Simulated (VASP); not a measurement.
## SnO (strained database structure), r²SCAN single-point calculation: Ansatz's output and VASP's

```
Sn O
1.0
     3.64088    0.00000    0.00000
     0.00000    3.64088    0.00000
     0.00000    0.00000    4.56805
Sn O
2 2
Direct
  0.00000 0.50000 0.25932
  0.50000 0.00000 0.74068
  0.50000 0.50000 0.00000
  0.00000 0.00000 0.00000
```

Ansatz printed

```
SCF 1 converged in 7 iterations: F = -13214.426806 eV  dr2 = 2.51e-8
  greatest PAW one-centre occupation: 0.994 electrons in one spin orbital (limit 2), on the Sn atom at site 1 (counted from 0), in its partial waves of l = 2
NSCF: frozen V_eff on 6 k-points
SCF converged after 7 iterations
Free energy (F): -13214.426806 eV
Harris-Foulkes:  -13214.426806 eV  (|F-HF|=1.80e-8)
Internal energy: -13214.426388 eV  (E = F + TS)
E sigma→0 (E₀):  -13214.426597 eV
Entropy (-TS):   -0.000418 eV (-0.105 meV/atom)
Fermi energy:    12.470163 eV
--- Per-component energies (eV) ---
  E_band       = -133.086709
  E_kinetic    = 732.882710
  E_local      = -2273.578793  (includes V_loc(G=0)·N_el)
  E_nonlocal   = 31.154466
  E_hartree    = 1289.830410
  E_xc         = -897.914808
  E_vxc        = -421.902663  (∫ρ·V_xc dr)
  E_paw        = -8642.698721  (= ΣΔE_a)
  E_vpaw       = -807.513804  (= ΣTr[D̂ρ^β])
  E_aug_tail   = 0.002053  (compensation charges beyond the density's cutoff)
  E_vtau       = 26.208141  (kinetic-family band-sum trace: ∫τ·v_τ [+ j·A + Jᵃ·Aᵃ] dr)
  E_ewald      = -3455.510462
  E_core_change = 1.406758  (= ΣΔE_core)
  E_smearing   = -0.000418  (= −TS)
  E_closure    = 0.000000  (closes the sum)
  Σ components = -13214.426806   (vs F -13214.426806, Δ=0.00e0)
--- Forces (eV/Å), atoms counted from 1 ---
  atom   1  Sn     0.00000000     0.00000000    -0.01715279
  atom   2  Sn    -0.00000000     0.00000000     0.01715279
  atom   3  O     -0.00000000     0.00000000     0.00000000
  atom   4  O      0.00000000     0.00000000    -0.00000000
  max |Σ_I F_I| component: 0.00e0 eV/Å
--- Stress (GPa, compression-positive) ---
       12.151375       0.000000      -0.000000
        0.000000      12.151375      -0.000000
       -0.000000      -0.000000       5.640289
  P = ⅓ Tr σ = 9.9810 GPa (99.810 kbar)
--- Band table (eV; the first three rows and the last of 40) ---
  k-point 0: bands = ["-11.0628", "-10.3884", "-10.3884", "-10.3882", "-10.3236", "-10.3099", "-10.2699", "-10.2320", "-10.1827", "-10.1827", "-10.0460", "-6.7171", "3.7443", "4.1408", "5.0789", "5.0789", "8.0517", "8.6735", "8.6735", "12.9622", "15.8037", "16.8218", "16.8218", "18.0733", "19.1213"]
  k-point 1: bands = ["-11.0516", "-10.4004", "-10.3759", "-10.3759", "-10.3258", "-10.3177", "-10.2545", "-10.2379", "-10.1974", "-10.1974", "-10.0277", "-6.7171", "2.5804", "5.1271", "5.1271", "5.6618", "8.0303", "8.6690", "8.6690", "12.7196", "15.2052", "16.1050", "16.1050", "17.9596", "19.4891"]
  k-point 2: bands = ["-11.0279", "-10.4261", "-10.3414", "-10.3414", "-10.3403", "-10.3021", "-10.2537", "-10.2422", "-10.2362", "-10.2362", "-9.9892", "-6.7169", "1.7145", "5.2273", "5.2273", "7.5707", "7.9883", "8.6580", "8.6580", "11.6063", "14.8756", "15.2351", "15.2351", "16.9589", "20.3843"]
  k-point 39: bands = ["-11.0250", "-11.0250", "-10.3373", "-10.3373", "-10.2918", "-10.2918", "-10.2827", "-10.2827", "-10.1903", "-10.1903", "-7.6580", "-7.6580", "2.4119", "2.4119", "5.4708", "5.4708", "8.8620", "8.8620", "9.3737", "9.3737", "14.2623", "14.2623", "17.5440", "17.5440", "19.0249"]
```

The two codes use different PAW datasets and cutoffs. VASP's cell holds 40 valence electrons and Ansatz's 40. Ansatz's stress includes a Pulay correction; VASP's doesn't.

Question: What does VASP give for the same cell and level of theory?

Answer: gap between bands v and c -1.29 eV (bands overlap: a metal); least direct gap 1.70 eV; pressure 10.8 GPa; largest force 0.14 eV/Å.

From OUTCAR

```
k-points           NKPTS =     40   k-points in BZ     NKDIM =     40   number of bands    NBANDS=     28

   NELECT =      40.0000    total number of electrons

   dimension x,y,z NGX =    28 NGY =   28 NGZ =   36
   dimension x,y,z NGXF=    56 NGYF=   56 NGZF=   72

  energy-cutoff  :      520.00
  volume of cell :       60.55
      direct lattice vectors                 reciprocal lattice vectors
     3.640884539  0.000000000  0.000000000     0.274658531  0.000000000  0.000000000
     0.000000000  3.640884539  0.000000000     0.000000000  0.274658531  0.000000000
     0.000000000  0.000000000  4.568051739     0.000000000  0.000000000  0.218911706

 k-points in reciprocal lattice and weights: KPOINTS created by Atomic Simulation Env
   0.00000000  0.00000000  0.00000000       0.005
   0.16666667  0.00000000  0.00000000       0.019
   0.33333333  0.00000000  0.00000000       0.019
   0.50000000  0.00000000  0.00000000       0.009
   0.16666667  0.16666667  0.00000000       0.019
   0.33333333  0.16666667  0.00000000       0.037
   0.50000000  0.16666667  0.00000000       0.019
   0.33333333  0.33333333  0.00000000       0.019
   ...

 E-fermi :   9.2374

 k-point     1 :       0.0000    0.0000    0.0000
  band No.  band energies     occupation
      1     -14.2636      2.00000
      2     -13.5710      2.00000
      3     -13.5710      2.00000
      4     -13.5702      2.00000
      5     -13.4872      2.00000
      6     -13.4844      2.00000
      7     -13.4787      2.00000
      8     -13.3946      2.00000
      9     -13.3633      2.00000
     10     -13.3633      2.00000
     11     -13.2592      2.00000
     12      -9.9439      2.00000
     13       0.4865      2.00000
     14       0.9134      2.00000
     15       1.8178      2.00000
     16       1.8178      2.00000
     17       4.7989      2.00000
     18       5.4168      2.00000
     19       5.4168      2.00000
     20       9.7163      0.00000
     21      12.5357      0.00000
     22      13.5880      0.00000
     23      13.5880      0.00000
     24      14.8061      0.00000
     25      15.8689      0.00000
     26      15.8689      0.00000
     27      15.9482      0.00000
     28      16.3542      0.00000

 k-point     2 :       0.1667    0.0000    0.0000
  band No.  band energies     occupation
      1     -14.2507      2.00000
      2     -13.7709      2.00000
      3     -13.5692      2.00000
      4     -13.5562      2.00000
      5     -13.5500      2.00000
      6     -13.4876      2.00000
      7     -13.4615      2.00000
      8     -13.4076      2.00000
      9     -13.3762      2.00000
     10     -13.3542      2.00000
     11     -12.8269      2.00000
     12     -10.1030      2.00000
     13       0.4074      2.00000
     14       1.1085      2.00000
     15       1.9636      2.00000
     16       2.0284      2.00000
     17       4.4135      2.00000
     18       5.0291      2.00000
     19       5.1314      2.00000
     20       9.2593      0.50042
     21      12.3432      0.00000
     22      13.2731      0.00000
     23      13.8224      0.00000
     24      15.2438      0.00000
     25      15.3247      0.00000
     26      16.0208      0.00000
     27      16.2792      0.00000
     28      18.6503      0.00000

 k-point     3 :       0.3333    0.0000    0.0000
  band No.  band energies     occupation
      1     -14.2181      2.00000
      2     -14.0135      2.00000
      3     -13.5553      2.00000
      4     -13.5263      2.00000
      5     -13.5164      2.00000
      6     -13.4840      2.00000
      7     -13.4380      2.00000
      8     -13.4185      2.00000
      9     -13.4122      2.00000
     10     -13.3575      2.00000
     11     -12.1266      2.00000
     12     -10.5848      2.00000
     13       0.4305      2.00000
     14       1.3022      2.00000
     15       2.4101      2.00000
     16       2.6194      2.00000
     17       3.7020      2.00000
     18       4.3954      2.00000
     19       4.6005      2.00000
     20       7.3043      2.00000
     21      12.5770      0.00000
     22      13.7274      0.00000
     23      14.4952      0.00000
     24      15.6435      0.00000
     25      16.0335      0.00000
     26      16.1083      0.00000
     27      16.9659      0.00000
     28      19.7495      0.00000

 ...

  Total        4.8958317      4.8958317      2.4338887      0.0000000      0.0000000      0.0000000
  in kB      129.5365220    129.5365220     64.3971246      0.0000000      0.0000000      0.0000000
  external PRESSURE =     107.8233895 kB  Pullay stress =       0.0000000 kB

 POSITION                                       TOTAL-FORCE (eV/Angst)
 -----------------------------------------------------------------------------------
      0.00000      1.82044      1.18460        -0.000000      0.000000      0.144089
      1.82044      0.00000      3.38345         0.000000     -0.000000     -0.144089
      1.82044      1.82044      0.00000         0.000000     -0.000000      0.000000
      0.00000      0.00000      0.00000        -0.000000      0.000000      0.000000
 -----------------------------------------------------------------------------------
    total drift:                                0.000000      0.000000      0.000000

  FREE ENERGIE OF THE ION-ELECTRON SYSTEM (eV)
  ---------------------------------------------------
  free  energy   TOTEN  =       -66.6178739498 eV

  energy  without entropy=      -66.6174555035  energy(sigma->0) =      -66.61766473
```
